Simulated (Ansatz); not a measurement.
# MoP: energy less free atoms and pressure as volume scale varies

All results are calculated (Ansatz 0.2.0). Periodic Kohn-Sham DFT of a crystal at fixed atoms, scaled to volume_scale times the given cell; pressure positive in compression, energy less spherical unpolarised free atoms, largest_vzz the field gradient of largest size among the nuclei.

The cell before it is scaled or strained (space group P-6m2, No. 187):
```
cell vectors (Å)
   3.2230     0.0000     0.0000
  -1.6115     2.7912     0.0000
   0.0000     0.0000     3.1910
atoms (fractions of the cell vectors)
Mo  0.00000  0.00000  0.00000
P   0.33333  0.66667  0.50000
```

Settings of every row: method all-electron LAPW; functional PBEsol; relativity scalar; k mesh 15x15x13; filling fermi-dirac; smearing width 0.08 eV; basis error target 0.25 meV/atom; nucleus gaussian.

Atom start moment: 0 on all atoms.

| row | volume scale | V (Å³/atom) | energy less free atoms (eV/atom) | pressure (GPa) |
| --- | --- | --- | --- | --- |
| 1 | 0.94 | 13.492 | -9.4947 | 12.43 |
| 2 | 0.96 | 13.779 | -9.5116 | 6.491 |
| 3 | 0.98 | 14.066 | -9.5183 | 1.167 |
| 4 | 0.99 | 14.21 | -9.5183 | -1.284 |
| 5 | 1 | 14.353 | -9.5161 | -3.605 |
| 6 | 1.01 | 14.497 | -9.5118 | -5.801 |
| 7 | 1.02 | 14.64 | ? | ? |
| 8 | 1.04 | 14.927 | -9.4881 | -11.708 |
| 9 | 1.06 | 15.214 | -9.464 | -15.134 |

Question: what energy less free atoms and pressure should row 7 give?

Worked fit of energy less free atoms. Take u = (V_r/V)^(2/3) − 1 with V_r = 14.282 Å³ an atom, which is twice the finite (Eulerian) strain; such expansions in the strain, on which the Birch-Murnaghan equation of state is built, carry the rest volume and the bulk modulus. The shown rows have u = 0.03866, 0.02419, 0.01021, 0.00338, -0.0033, -0.00991, -0.02902, -0.04127. Least squares give energy less free atoms = −9.51742 − 0.3317 × u + 23.561 × u² + 5.7 × u³ eV/atom; a parabola predicts inner rows, each left out in turn, worse (root mean square 9.3e-05 against 4.3e-05 eV/atom). All shown rows lie on it to the printed digit. Its lowest point lies at u = 0.0070, or V = 14.13 Å³ an atom, and the curvature there gives the bulk modulus at fixed shape and fractions, B = (4/9)(1 + u)² E″(u)/V = 242 GPa. Letting shape and atoms relax would as a rule lower it, by much in layered, chain or molecular crystals. The withheld row has u = -0.01637, so the fit gives −9.51742 − 0.3317 × (-0.01637) + 23.561 × (-0.01637)² + 5.7 × (-0.01637)³ = -9.5057 eV/atom.

The calculation gave -9.5057 eV/atom. The fit meets it to the printed digit.

Worked fit of pressure. Take u = (V_r/V)^(2/3) − 1 with V_r = 14.282 Å³ an atom, which is twice the finite (Eulerian) strain; such expansions in the strain, on which the Birch-Murnaghan equation of state is built, carry the rest volume and the bulk modulus. The shown rows have u = 0.03866, 0.02419, 0.01021, 0.00338, -0.0033, -0.00991, -0.02902, -0.04127. Least squares give pressure = −2.4693 + 346.192 × u + 984 × u² + 769 × u³ GPa; a parabola predicts inner rows, each left out in turn, worse (root mean square 0.012 against 0.0042 GPa). The rows lie off it by 0.000, -0.001, -0.002, 0.004, -0.004, 0.003, -0.002, 0.001. The pressure vanishes at u = 0.0070, or V = 14.13 Å³ an atom, and there the bulk modulus at fixed shape and fractions is B = −V dP/dV = (2/3)(1 + u) dP/du = 242 GPa. Letting shape and atoms relax would as a rule lower it, by much in layered, chain or molecular crystals. The withheld row has u = -0.01637, so the fit gives −2.4693 + 346.192 × (-0.01637) + 984 × (-0.01637)² + 769 × (-0.01637)³ = -7.876 GPa.

The calculation gave -7.88 GPa. The fit lies 0.004 GPa (0.015 % of the column's range) above it; its largest miss of a shown row is 0.004 GPa.
